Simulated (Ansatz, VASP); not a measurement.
**CoO in VASP and in Ansatz**

```
CELL_PARAMETERS angstrom
2.53530 0.00000 0.00000
0.00000 2.53530 0.00000
0.00000 0.00000 2.53530
ATOMIC_POSITIONS crystal
Co 0.00000 0.00000 0.00000
O 0.50000 0.50000 0.50000
```

Alike in both runs: functional r2SCAN; k mesh 10 × 10 × 10; occupations gaussian, width 0.02 eV; no spin polarisation; Hubbard terms Co d U = 3.32 eV.

Ansatz relaxed the structure, and its values are those at the end. VASP's run is a single point on that final structure, the one shown.

|  | VASP | Ansatz |
| --- | --- | --- |
| version | VASP 6.6.1 | Ansatz 0.2.0 |
| potentials or method | VASP PAW PBE potentials, release 64 (Co, O) | scalar-relativistic, plane waves, PAW |
| plane-wave cutoff (eV) | 520 | 500 |
| valence electrons in the cell | 15 | 23 |

```tsv
	VASP	Ansatz	Ansatz less VASP
gap on the k mesh at the Fermi level (eV)	none	none	-
pressure (GPa)	-3.9	0.0	+3.92
```

The programs project onto different local orbitals, so the same U acts differently. A gap of «none» marks a metal or a gap that the smearing closes. The two sets of potentials don't hold the same shells in valence. Ansatz warned: «filled_band_counts_differ_across_k_points».

Caveats: the PAW data sets were made with another functional, which shifts forces and pressure a little (VASP); an odd number of electrons without spin polarisation forces a metal; a magnetic or distorted state may lie lower; the run has no spin polarisation, though such a crystal can be magnetic; U without spin polarisation on a metal has little footing. Spin polarisation is off, so any magnetic state and its effect on volume and gap are missing.
